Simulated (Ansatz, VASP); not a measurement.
**Cross-check of SrCl2 between VASP and Ansatz**

Aim: how closely do two programs agree when they are given the same cell, functional and k mesh? The cell is taken from a series of runs on this material, whose earlier steps may have relaxed, scaled, displaced or heated it; both programs get it as it stands.

Calculated with Ansatz 0.2.0; plane waves, with VASP 6.6.1 beside it; single point at HSE06.

**1. Starting point**

Symmetry: Fm-3m, No. 225, cubic system. Conventional cell: a = 6.977 Å, b = 6.977 Å, c = 6.977 Å, α = 90.00°, β = 90.00°, γ = 90.00°. Nearest to Sr lie 8 Cl at 3.02 Å. Nearest to Cl lie 4 Sr at 3.02 Å. Farther neighbours and most contacts between anions are not listed.

**2. VASP: single point, HSE06**

With cell and atoms fixed, the geometry can't cause a difference; cores, projectors, grids and the points listed under the comparison can.

Lines of VASP's logs that name or quote its potential files are left out, and so is its time.

The run reads the wave functions of an earlier VASP run, which isn't shown here.

INCAR reads:

```
SYSTEM = SrCl2
PREC = Accurate
ENCUT = 400
EDIFF = 1E-06
NELM = 100
ISMEAR = 0
SIGMA = 0.01
LREAL = Auto
ALGO = Normal
LHFCALC = .TRUE.
AEXX = 0.25
GGA = PE
HFSCREEN = 0.208
LASPH = .TRUE.
NBANDS = 120
PRECFOCK = Fast
LORBIT = 11
LWAVE = .FALSE.
LCHARG = .FALSE.
ISIF = 2
```

POSCAR reads:

```
SrCl2
1.0
    0.0000000000      6.9767000000      6.9767000000
    6.9767000000      0.0000000000      6.9767000000
    6.9767000000      6.9767000000      0.0000000000
Sr Cl
8 16
Direct
    0.0000000000      0.0000000000      0.0000000000
    0.0000000000      0.0000000000      0.5000000000
    0.0000000000      0.5000000000      0.0000000000
    0.0000000000      0.5000000000      0.5000000000
    0.5000000000      0.0000000000      0.0000000000
    0.5000000000      0.0000000000      0.5000000000
    0.5000000000      0.5000000000      0.0000000000
    0.5000000000      0.5000000000      0.5000000000
    0.1250000000      0.1250000000      0.1250000000
    0.1250000000      0.1250000000      0.6250000000
    0.1250000000      0.6250000000      0.1250000000
    0.1250000000      0.6250000000      0.6250000000
    0.6250000000      0.1250000000      0.1250000000
    0.6250000000      0.1250000000      0.6250000000
    0.6250000000      0.6250000000      0.1250000000
    0.6250000000      0.6250000000      0.6250000000
    0.3750000000      0.3750000000      0.3750000000
    0.3750000000      0.3750000000      0.8750000000
    0.3750000000      0.8750000000      0.3750000000
    0.3750000000      0.8750000000      0.8750000000
    0.8750000000      0.3750000000      0.3750000000
    0.8750000000      0.3750000000      0.8750000000
    0.8750000000      0.8750000000      0.3750000000
    0.8750000000      0.8750000000      0.8750000000
```

KPOINTS reads:

```
Automatic mesh
0
Gamma
2 2 2
0 0 0
```

The projector-augmented-wave data sets are Sr_sv and Cl (PBE family, release 64).

Command:

```
$ export OMP_NUM_THREADS=3
$ mpirun -np 1 vasp_std
```

Numbers of over 12 decimals in the logs are rounded to 6 here.

The log of the run:

```text
[banner, memory and clock lines left out]
running    1 mpi-ranks, on    1 nodes
 distrk:  each k-point on    1 cores,    1 groups
 distr:  one band on    1 cores,    1 groups
 Offloading initialized ...    1 GPUs detected
 POSCAR found type information on POSCAR SrCl
 POSCAR found :  2 types and      24 ions
 LDA part: xc-table for (Slater+PW92), standard interpolation
 found WAVECAR, reading the header
 POSCAR, INCAR and KPOINTS ok, starting setup
 FFT: planning ... GRIDC
 FFT: planning ... GRID_SOFT
 FFT: planning ... GRID
 reading WAVECAR
 the WAVECAR file was read successfully
 initial charge from wavefunction
 entering main loop
       N       E                     dE             d eps       ncg     rms          rms(c)
DAV:   1    -0.118441448979E+03   -0.11844E+03   -0.24222E+00   816   0.453E+00    0.509E+00
DAV:   2    -0.118483310560E+03   -0.41862E-01   -0.21383E-01   968   0.109E+00    0.331E+00
DAV:   3    -0.118477202446E+03    0.61081E-02   -0.11807E-02   880   0.333E-01    0.180E+00
DAV:   4    -0.118475066736E+03    0.21357E-02   -0.54665E-03   872   0.202E-01    0.962E-01
DAV:   5    -0.118474608700E+03    0.45804E-03   -0.14757E-03   976   0.948E-02    0.515E-01
DAV:   6    -0.118474470375E+03    0.13833E-03   -0.29360E-04   992   0.452E-02    0.279E-01
DAV:   7    -0.118474421678E+03    0.48697E-04   -0.71812E-05   920   0.231E-02    0.154E-01
DAV:   8    -0.118474405152E+03    0.16527E-04   -0.22140E-05   944   0.134E-02    0.869E-02
DAV:   9    -0.118474399861E+03    0.52909E-05   -0.71238E-06   848   0.810E-03    0.493E-02
DAV:  10    -0.118474398179E+03    0.16816E-05   -0.20913E-06   560   0.489E-03    0.291E-02
DAV:  11    -0.118474397650E+03    0.52918E-06   -0.15705E-06   560   0.352E-03
   1 F= -.11847440E+03 E0= -.11847440E+03  d E =-.159584E-27
```

OUTCAR, selected parts (step 2):

```text
ion  position               nearest neighbor table
   1  0.000  0.000  0.000-   9 3.02  10 3.02  11 3.02  13 3.02  20 3.02  22 3.02  23 3.02  24 3.02
                             5 4.93   2 4.93   3 4.93   2 4.93   4 4.93   6 4.93   3 4.93   4 4.93
   2  0.000  0.000  0.500-   9 3.02  10 3.02  12 3.02  14 3.02  19 3.02  21 3.02  23 3.02  24 3.02
                             6 4.93   1 4.93   4 4.93   1 4.93   3 4.93   5 4.93   3 4.93   4 4.93
   3  0.000  0.500  0.000-   9 3.02  11 3.02  12 3.02  15 3.02  18 3.02  21 3.02  22 3.02  24 3.02
                             7 4.93   1 4.93   4 4.93   2 4.93   4 4.93   8 4.93   1 4.93   2 4.93
   4  0.000  0.500  0.500-  10 3.02  11 3.02  12 3.02  16 3.02  17 3.02  21 3.02  22 3.02  23 3.02
                             8 4.93   2 4.93   3 4.93   1 4.93   3 4.93   7 4.93   1 4.93   2 4.93
   5  0.500  0.000  0.000-   9 3.02  13 3.02  14 3.02  15 3.02  18 3.02  19 3.02  20 3.02  24 3.02
                             7 4.93   1 4.93   6 4.93   2 4.93   6 4.93   8 4.93   3 4.93   7 4.93
   6  0.500  0.000  0.500-  10 3.02  13 3.02  14 3.02  16 3.02  17 3.02  19 3.02  20 3.02  23 3.02
                             8 4.93   2 4.93   5 4.93   1 4.93   5 4.93   7 4.93   4 4.93   7 4.93
   7  0.500  0.500  0.000-  11 3.02  13 3.02  15 3.02  16 3.02  17 3.02  18 3.02  20 3.02  22 3.02
                             8 4.93   3 4.93   5 4.93   4 4.93   6 4.93   8 4.93   1 4.93   5 4.93
   8  0.500  0.500  0.500-  12 3.02  14 3.02  15 3.02  16 3.02  17 3.02  18 3.02  19 3.02  21 3.02
                             7 4.93   4 4.93   6 4.93   3 4.93   5 4.93   7 4.93   2 4.93   5 4.93
   9  0.125  0.125  0.125-   1 3.02   2 3.02   3 3.02   5 3.02
  10  0.125  0.125  0.625-   1 3.02   2 3.02   4 3.02   6 3.02
  11  0.125  0.625  0.125-   1 3.02   3 3.02   4 3.02   7 3.02
  12  0.125  0.625  0.625-   2 3.02   3 3.02   4 3.02   8 3.02
  13  0.625  0.125  0.125-   1 3.02   5 3.02   6 3.02   7 3.02
  14  0.625  0.125  0.625-   2 3.02   5 3.02   6 3.02   8 3.02
  15  0.625  0.625  0.125-   3 3.02   5 3.02   7 3.02   8 3.02
  16  0.625  0.625  0.625-   4 3.02   6 3.02   7 3.02   8 3.02
  17  0.375  0.375  0.375-   4 3.02   6 3.02   7 3.02   8 3.02
  18  0.375  0.375  0.875-   3 3.02   5 3.02   7 3.02   8 3.02
  19  0.375  0.875  0.375-   2 3.02   5 3.02   6 3.02   8 3.02
  20  0.375  0.875  0.875-   1 3.02   5 3.02   6 3.02   7 3.02
  21  0.875  0.375  0.375-   2 3.02   3 3.02   4 3.02   8 3.02
  22  0.875  0.375  0.875-   1 3.02   3 3.02   4 3.02   7 3.02
  23  0.875  0.875  0.375-   1 3.02   2 3.02   4 3.02   6 3.02
  24  0.875  0.875  0.875-   1 3.02   2 3.02   3 3.02   5 3.02

  LATTYP: Found a face centered cubic cell.
 ALAT       =    13.9534000000

 Subroutine GETGRP returns: Found 48 space group operations
 (whereof 48 operations were pure point group operations)

The static configuration has the point symmetry O_h .

 Found      3 irreducible k-points:

   k-points           NKPTS =      3   k-points in BZ     NKDIM =      8   number of bands    NBANDS=    120

   dimension x,y,z NGX =    64 NGY =   64 NGZ =   64
   dimension x,y,z NGXF=   128 NGYF=  128 NGZF=  128

   ENCUT  =  400.0 eV  29.40 Ry    5.42 a.u.  16.09 16.09 16.09*2*pi/ulx,y,z

   NELECT =     192.0000    total number of electrons

 k-points in reciprocal lattice and weights: Automatic mesh
   0.00000000  0.00000000  0.00000000       0.125
   0.50000000  0.00000000  0.00000000       0.500
   0.50000000  0.50000000  0.00000000       0.375

  exchange ACFDT corr.  =         0.00000000  see jH, gK, PRB 81, 115126

 average (electrostatic) potential at core
       1 -34.4493       2 -34.4493       3 -34.4493       4 -34.4493       5 -34.4493
       6 -34.4493       7 -34.4493       8 -34.4493       9 -89.2433      10 -89.2433
      11 -89.2433      12 -89.2433      13 -89.2433      14 -89.2433      15 -89.2433
      16 -89.2433      17 -89.2433      18 -89.2433      19 -89.2433      20 -89.2433
      21 -89.2433      22 -89.2433      23 -89.2433      24 -89.2433

 E-fermi :  -0.6935

 k-point     1 :       0.0000    0.0000    0.0000
  band No.  band energies     occupation
    ...
     92      -1.1363      2.00000
     93      -1.1363      2.00000
     94      -0.7696      2.00000
     95      -0.7696      2.00000
     96      -0.7696      2.00000
     97       5.8430      0.00000
     98       6.0415      0.00000
     99       6.0415      0.00000
    100       6.0415      0.00000
    101       6.7481      0.00000
    ...

 k-point     2 :       0.5000    0.0000    0.0000
  band No.  band energies     occupation
    ...
     92      -1.2627      2.00000
     93      -1.2627      2.00000
     94      -1.2627      2.00000
     95      -1.2627      2.00000
     96      -1.2627      2.00000
     97       6.6745      0.00000
     98       6.6745      0.00000
     99       6.6745      0.00000
    100       6.6745      0.00000
    101       6.6745      0.00000
    ...

 k-point     3 :       0.5000    0.5000    0.0000
  band No.  band energies     occupation
    ...
     92      -1.0586      2.00000
     93      -1.0586      2.00000
     94      -1.0586      2.00000
     95      -0.8801      2.00000
     96      -0.8801      2.00000
     97       6.6704      0.00000
     98       6.6704      0.00000
     99       6.8035      0.00000
    100       6.8035      0.00000
    101       6.8570      0.00000
    ...

  Total        2.2655020      2.2655020      2.2655020     -0.0000000     -0.0000000      0.0000000
  in kB        5.3443499      5.3443499      5.3443499     -0.0000000     -0.0000000      0.0000000
  external PRESSURE =       5.3443499 kB  Pullay stress =       0.0000000 kB

  energy-cutoff  :      400.00
  volume of cell :      679.17
      direct lattice vectors                 reciprocal lattice vectors
     0.000000000  6.976700000  6.976700000    -0.071667121  0.071667121  0.071667121
     6.976700000  0.000000000  6.976700000     0.071667121 -0.071667121  0.071667121
     6.976700000  6.976700000  0.000000000     0.071667121  0.071667121 -0.071667121

 POSITION                                       TOTAL-FORCE (eV/Angst)
 -----------------------------------------------------------------------------------
      0.00000      0.00000      0.00000         0.000000     -0.000000     -0.000000
      3.48835      3.48835      0.00000         0.000000      0.000000     -0.000000
      3.48835      0.00000      3.48835         0.000000      0.000000     -0.000000
      6.97670      3.48835      3.48835         0.000000     -0.000000      0.000000
      0.00000      3.48835      3.48835         0.000000     -0.000000     -0.000000
      3.48835      6.97670      3.48835         0.000000      0.000000     -0.000000
      3.48835      3.48835      6.97670         0.000000     -0.000000     -0.000000
      6.97670      6.97670      6.97670         0.000000      0.000000     -0.000000
      1.74418      1.74418      1.74418        -0.000000      0.000000      0.000000
      5.23252      5.23252      1.74418        -0.000000      0.000000      0.000000
      5.23252      1.74418      5.23252        -0.000000      0.000000      0.000000
      8.72087      5.23252      5.23252        -0.000000      0.000000      0.000000
      1.74418      5.23252      5.23252        -0.000000      0.000000      0.000000
      5.23252      8.72087      5.23252         0.000000      0.000000      0.000000
      5.23252      5.23252      8.72087        -0.000000      0.000000      0.000000
      8.72087      8.72087      8.72087        -0.000000      0.000000      0.000000
      5.23252      5.23252      5.23252         0.000000     -0.000000      0.000000
      8.72087      8.72087      5.23252         0.000000     -0.000000     -0.000000
      8.72087      5.23252      8.72087         0.000000     -0.000000      0.000000
     12.20922      8.72087      8.72087         0.000000     -0.000000     -0.000000
      5.23252      8.72087      8.72087         0.000000     -0.000000     -0.000000
      8.72087     12.20922      8.72087         0.000000     -0.000000     -0.000000
      8.72087      8.72087     12.20922        -0.000000     -0.000000     -0.000000
     12.20922     12.20922     12.20922         0.000000     -0.000000      0.000000
 -----------------------------------------------------------------------------------
    total drift:                               -0.000009     -0.000005     -0.000020

  FREE ENERGIE OF THE ION-ELECTRON SYSTEM (eV)
  ---------------------------------------------------
  free  energy   TOTEN  =      -118.4743976499 eV

  energy  without entropy=     -118.4743976499  energy(sigma->0) =     -118.47439765

 total charge
# of ion       s       p       d       tot
------------------------------------------
    1        1.995   5.814   0.132   7.940
    2        1.995   5.814   0.132   7.940
    3        1.995   5.814   0.132   7.940
    4        1.995   5.814   0.132   7.940
    5        1.995   5.814   0.132   7.940
    6        1.995   5.814   0.132   7.940
    7        1.995   5.814   0.132   7.940
    8        1.995   5.814   0.132   7.940
    9        1.585   3.604   0.000   5.189
   10        1.585   3.604   0.000   5.189
   11        1.585   3.604   0.000   5.189
   12        1.585   3.604   0.000   5.189
   13        1.585   3.604   0.000   5.189
   14        1.585   3.604   0.000   5.189
   15        1.585   3.604   0.000   5.189
   16        1.585   3.604   0.000   5.189
   17        1.585   3.604   0.000   5.189
   18        1.585   3.604   0.000   5.189
   19        1.585   3.604   0.000   5.189
   20        1.585   3.604   0.000   5.189
   21        1.585   3.604   0.000   5.189
   22        1.585   3.604   0.000   5.189
   23        1.585   3.604   0.000   5.189
   24        1.585   3.604   0.000   5.189
--------------------------------------------------
tot         41.325 104.175   1.055 146.556
```

The run ends at a pressure of 0.53 GPa.

[end of part 1 of 2]

[Lines on the potential files, build, host, timing and source positions are cut from VASP's logs without a mark.]

[Logs are printed without paths, hosts, clocks, repeated set-up lines and the standing remarks that a program may print on its own settings, such as how far it seeks lower states.]

[Hosts, paths, dates, database ids (printed as entryN), source tags and the programs' standing remarks are cut or masked in the printed files.]
